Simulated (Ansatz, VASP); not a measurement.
## AlN in VASP and in Ansatz

File INCAR:

```
  PREC = Accurate
  ENCUT = 520
  EDIFF = 1E-6
  ISMEAR = 0
  SIGMA = 0.05
  LREAL = False
  LASPH = True
  NELM = 60
  ALGO = Normal
  ISIF = 2
  LWAVE = False
  LCHARG = True
  GGA = PE
  LELF = True
  LVHAR = True
  NBANDS = 16
```

Contents of KPOINTS:

```
regular mesh
0
Gamma
  9 9 6
```

The input POSCAR:

```
AlN
1.0
    3.4792000000      0.0000000000      0.0000000000
   -1.7396000000      3.0130755848      0.0000000000
    0.0000000000      0.0000000000      4.5645000000
Al N
2 2
Direct
    0.3333333333      0.6666666667      0.7500000000
    0.6666666667      0.3333333333      0.2500000000
    0.3333333333      0.6666666667      0.2500000000
    0.6666666667      0.3333333333      0.7500000000
```

Input for Ansatz:

```yaml
crystal:
  lattice:
    - [3.4792, 0.0, 0.0]
    - [-1.7396, 3.0130755848, 0.0]
    - [0.0, 0.0, 4.5645]
  atoms:
    - { symbol: Al, position: [0.3333333333, 0.6666666667, 0.75] }
    - { symbol: Al, position: [0.6666666667, 0.3333333333, 0.25] }
    - { symbol: "N", position: [0.3333333333, 0.6666666667, 0.25] }
    - { symbol: "N", position: [0.6666666667, 0.3333333333, 0.75] }
basis:
  ecutwfc: 520.0
kpoints:
  mp_grid: { grid: [9, 9, 6] }
hamiltonian:
  xc: pbe
  pseudopotentials: { kind: paw, azcp: { folder: soft_1 } }
scf:
  occupations: { method: gaussian, width: 0.05 }
output:
  forces: true
  stress: true
  eigenvalues: true
```

Alike in both runs: task single point; functional PBE; k mesh 9 × 9 × 6; occupations gaussian, width 0.05 eV; no spin polarisation.

|  | VASP | Ansatz |
| --- | --- | --- |
| version | VASP 6.6.1 | Ansatz 0.2.0 |
| potentials or method | VASP PAW PBE potentials, release 64 (Al, N) | scalar-relativistic, plane waves, PAW |
| plane-wave cutoff (eV) | 520 | 520 |
| valence electrons in the cell | 16 | 16 |

```csv
,VASP,Ansatz,Ansatz less VASP
gap on the k mesh at the Fermi level (eV),1.75,1.75,-0.003
least direct gap on the mesh (eV),1.75,1.75,-0.003
pressure (GPa),-25.5,-25.4,+0.10
largest component of the traceless stress (GPa),3.28,3.23,-0.049
```

The functional is the same, so the differences come from potentials, cutoffs and numerics.

Caveats: so large a pressure means that the cell lies far from this level's equilibrium, or that cutoff or potentials fall short (VASP).
